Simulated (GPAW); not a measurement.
Crystal: AlCo.

```xyz
2
Lattice="2.8194 0.0000 0.0000 0.0000 2.8194 0.0000 0.0000 0.0000 2.8194" Properties=species:S:1:pos:R:3 pbc="T T T"
Co    1.4097    1.4097    1.4097
Al    0.0000    0.0000    0.0000
```

The cell is a database's computed one.

Base run:

```yaml
Program: GPAW 26.7.0
Functional: PBEsol
Potentials_or_basis: PAW data sets generated in the run's folder for this functional
Cutoff: 600 eV
Basis: pw
k_mesh: 9 × 9 × 9
Occupations: fermi-dirac, width 0.05 eV
Spin: collinear spin, ferromagnetic start
Starting_moments: "[2.0, 0.0] μB"
Hubbard_terms: Co d U = 6 eV
```

Its results: pressure 25.8 GPa; net moment 1.41 μB per cell; site moments Co +1.58; Al -0.07 μB.

Task: The run is repeated on the same cell with these changes: hubbard terms from Co d U = 6 eV to Co d U = 3 eV. What comes out?

Result: Pressure 0.9 GPa; net moment 0.24 μB per cell; site moments Co +0.39; Al -0.03 μB.

Caveats: the U is typed as a test and isn't derived for this compound.

Not every run made on this cell is shown here.
